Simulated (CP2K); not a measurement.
The system is TaN.

```
Ta N
1.0
     2.73231    0.00000    0.00000
     0.00000    2.73231    0.00000
     0.00000    0.00000    2.73231
Ta N
1 1
Direct
  0.00000 0.00000 0.00000
  0.50000 0.50000 0.50000
```

The cell comes from a database or a generator and needn't be the stable form of this composition.

Base run:

```yaml
Program: CP2K 2026.2
Functional: HLE16
Potentials_or_basis: POTENTIAL_UZH Ta GTH-PBE-q13, N GTH-PBE-q5; TZVP-MOLOPT-PBE-GTH basis
Density_cutoff: 9184 eV
k_mesh: 10 × 10 × 10
Occupations: fermi-dirac, width 0.05 eV
Spin: no spin polarisation
```

Its results: band gap on the k mesh none (metal or under the smearing width); pressure -65.8 GPa.

Q: After a change of settings the same cell gave: band gap on the k mesh none (metal or under the smearing width); pressure 4.8 GPa. Which change was it?
A. functional from HLE16 to PBEsol
B. functional from HLE16 to PW91
C. functional from HLE16 to revPBE
D. functional from HLE16 to LDA

A: C.

Caveats: the potentials were made for another functional, which shifts forces and pressure; the basis of atomic orbitals isn't converged, which shifts pressures, moduli and gaps; the potentials were made for a functional far from this one (some runs); the cell as given lies far from equilibrium (some runs).

Runs at the PBE level aren't shown here.
